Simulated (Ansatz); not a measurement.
Runs of Ansatz 0.2.0 on Te2Mo. The structure is hexagonal, space group P6_3/mmc (No. 194). The conventional cell has a = 3.518 Å, b = 3.518 Å, c = 13.974 Å, α = 90.00°, β = 90.00°, γ = 120.00°. Te (site symmetry 3m) has 3 Mo at 2.72 Å as nearest neighbours. Mo (site symmetry -6m2) has 6 Te at 2.72 Å as nearest neighbours. 

| level | gap on the mesh (eV) | pressure (GPa) | relaxed volume (Å³/atom) |
| --- | --- | --- | --- |
| BLYP+D4 | 0.68 | 0.0 | (a) |
| revPBE+D4 | - | 0.0 | 23.77 |
| revPBE+D3(BJ) | 0.51 | 0.0 | (b) |
| BLYP+D3(BJ) | - | 0.0 | 24.40 |

Alike in all rows: task relaxation of cell and atoms; potentials or basis Ansatz PAW; no spin polarisation; cell relaxed; k mesh 9 × 9 × 2; cutoff (eV) 420; smearing fermi-dirac 0.05 eV.

Q: Estimate the missing entries.

A: (a) 25.20; (b) 23.18.

Caveats: the plane-wave basis is chosen anew once the cell has moved, so the energies of steps on either side of that aren't comparable; the PAW data sets come from PBE, with cores solved anew for the run's functional, which leaves a small shift of forces and pressure; odd divisions of the mesh miss points on the zone boundary, where band edges often lie, so the gap on the mesh can be too wide (some runs); spin-orbit coupling is left out, which moves the levels of the heavy elements (some runs).

A k mesh can miss the band edges, and the runs leave out spin-orbit coupling on Mo, Te.

Runs at the PBE level aren't shown here.
